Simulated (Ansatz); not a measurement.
The system is Ag.

```
Ag
1.0
     2.88620    0.00000    0.00000
    -1.44310    2.49952    0.00000
     0.00000    0.00000   10.00000
Ag
4
Direct
  0.00000 0.00000 0.50000
  0.00000 0.00000 0.00000
  0.66667 0.33333 0.75000
  0.33333 0.66667 0.25000
```

This isn't the form of Ag at room conditions, which is fcc.

| Quantity | Value |
| --- | --- |
| Program | Ansatz 0.2.0 |
| Task | single point |
| Functional | PBEsol |
| Potentials or basis | all-electron LAPW, scalar-relativistic |
| Cutoff | 241 eV (chosen from the basis error) |
| Basis error allowed | 0.001 eV/atom |
| k mesh | 11 × 11 × 3 |
| Occupations | fermi-dirac, width 0.05 eV |
| Spin | no spin polarisation |

On this cell: pressure -7.2 GPa; largest force under 0.003 eV/Å; band gap on the k mesh none (metal or under the smearing width).

The same run follows on a disturbed copy (atoms moved at random, drawn with an rms of 0.05 Å):

```
Ag
1.0
     2.88620    0.00000    0.00000
    -1.44310    2.49952    0.00000
     0.00000    0.00000   10.00000
Ag
4
Direct
  0.99215 0.96562 0.50082
  0.00119 0.00955 0.00648
  0.66805 0.34516 0.75186
  0.33822 0.66721 0.24793
```

What changes?

The energy (extrapolated to zero smearing) moves by +2.8 meV/atom; pressure -7.0 GPa; largest force 0.217 eV/Å; band gap on the k mesh none (metal or under the smearing width).

Forces on the atoms (eV/Å):
```
Ag  -0.011  0.049 -0.008
Ag   0.008 -0.008 -0.216
Ag   0.007 -0.033  0.038
Ag  -0.005 -0.009  0.186
```

Stress tensor (GPa, compression positive):
```
-5.99  0.04 -0.04
 0.04 -5.93 -0.03
-0.04 -0.03 -9.10
```
